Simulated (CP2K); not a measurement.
Pd under changes of volume

One of the cells (14.750 Å³/atom); the others are scaled copies at fixed shape and fractional positions:

```
Pd
1.0
     2.75277    0.00000    0.00000
     1.37638    2.38397    0.00000
     1.37638    0.79466    2.24762
Pd
1
Direct
  0.00000 0.00000 0.00000
```

```yaml
Program: CP2K 2026.2
Functional: RPBE
Dispersion: D3
Potentials_or_basis: POTENTIAL_UZH Pd GTH-PBE-q18; TZVP-MOLOPT-PBE-GTH basis
Density_cutoff: 6803 eV
k_mesh: 12 × 12 × 12
Occupations: fermi-dirac, width 0.0259 eV
Spin: no spin polarisation
```

```tsv
volume (Å³/atom)	energy over the lowest point (meV/atom)	pressure (GPa)
13.865	68.60	18.7
14.160	?	?
14.455	18.65	8.9
14.750	6.00	5.0
15.045	0.05	1.6
15.340	0.00	-1.4
15.635	5.22	-4.1
```

**Question.** What does the run at 14.160 Å³/atom give?

**Answer.** Energy over the lowest point 39.12 meV/atom; pressure 13.5 GPa.

Worked out: A Birch-Murnaghan fit of order 3 (a polynomial in V^(-2/3)) to the other rows has its minimum at 15.19 Å³/atom with B0 = V·E''(V) = 155 GPa and B' = 6.1. It gives 39.18 meV/atom at 14.160 Å³/atom, against the run's 39.12, and -dE/dV = 13.4 GPa, against 13.5.

Energies are extrapolated to zero smearing.

Caveats: the potentials were made for another functional, which shifts forces and pressure; the basis of atomic orbitals isn't converged, which shifts pressures, moduli and gaps; pairwise dispersion overbinds metals, which lowers pressure and volume.
